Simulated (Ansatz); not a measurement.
Tc: electron density at the nuclei under pressure

```xyz
1
Lattice="0.0000 1.9500 1.9500 1.9500 0.0000 1.9500 1.9500 1.9500 0.0000" Properties=species:S:1:pos:R:3 pbc="T T T"
Tc    0.0000    0.0000    0.0000
```

The conventional cell has a = 3.900 Å, b = 3.900 Å, c = 3.900 Å, α = 90.00°, β = 90.00°, γ = 90.00°. Tc (atom 1) is surrounded by 12 Tc at 2.76 Å.

The geometry is COD entry 1534910, unchecked; take it as a test cell.

The calculation used DFT, PBE, all-electron PAW with datasets made for the crystal, scalar-relativistic (Ansatz 0.2.0).

Sampling and basis: a Γ-centred 18×18×18 k mesh, Fermi–Dirac smearing of 0.03 eV, cutoff 300 eV (chosen by the program for this cell), no spin polarisation.

The contact density is the mean electron density over the nuclear volume; its changes follow the s electrons' response to bonding and compression. Changes below are taken from the unscaled cell, where it is 655319 e/Å³ at Tc.

The datasets are made afresh for each cell, so very small changes are uncertain.

(1) Does compression raise or lower the contact density at Tc?

(2) Tabulate the changes with volume.

## Answers

(1) It raises it, by 6.98 e/Å³ over the whole range.

(2) 
```tsv
V/V(cell)	P (GPa)	Δρ(0) Tc (e/Å³)
0.9500	9.4	3.55
1.0000	-6.2	0.00
1.0500	-18.0	-3.43
```
